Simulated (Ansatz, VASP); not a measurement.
**Two plane-wave programs on HfO2**

```
Hf O
1.0
     0.00000    2.60766    2.60766
     2.60766    0.00000    2.60766
     2.60766    2.60766    0.00000
Hf O
1 2
Direct
  0.00000 0.00000 0.00000
  0.75000 0.75000 0.75000
  0.25000 0.25000 0.25000
```

Measurements of this composition are mostly on another form, of space group No. 14.

Alike in both runs: task single point; functional r2SCAN; k mesh 9 × 9 × 9; occupations fermi-dirac, width 0.05 eV; no spin polarisation.

```csv
,VASP,Ansatz
version,VASP 6.6.1,Ansatz 0.2.0
potentials or method,"VASP PAW PBE potentials, release 64 (Hf_pv, O)",Ansatz PAW
plane-wave cutoff (eV),520,500
valence electrons in the cell,22,38
```

VASP gave:

```
gap on the k mesh at the Fermi level (eV) : 4.14
least direct gap on the mesh (eV)         : 4.24
pressure (GPa)                            : -23.6
```

What did Ansatz give for the same quantities?

gap on the k mesh at the Fermi level (eV): 4.15; least direct gap on the mesh (eV): 4.25; pressure (GPa): -20.5.

The two sets of potentials don't hold the same shells in valence.

Caveats: spin-orbit coupling is left out, which moves the levels of the heavy elements; so large a pressure means that the cell lies far from this level's equilibrium, or that cutoff or potentials fall short (VASP); the potentials were made for another functional, which shifts forces and pressure (VASP); an odd mesh through Γ misses points on the zone boundary, where band edges often lie (VASP); odd divisions of the mesh miss points on the zone boundary, where band edges often lie, so the gap on the mesh can be too wide (Ansatz); the PAW data sets come from PBE, with cores solved anew for the run's functional, which leaves a small shift of forces and pressure (Ansatz). r2SCAN opens gaps a little over a GGA but as a rule still falls short of measured ones.
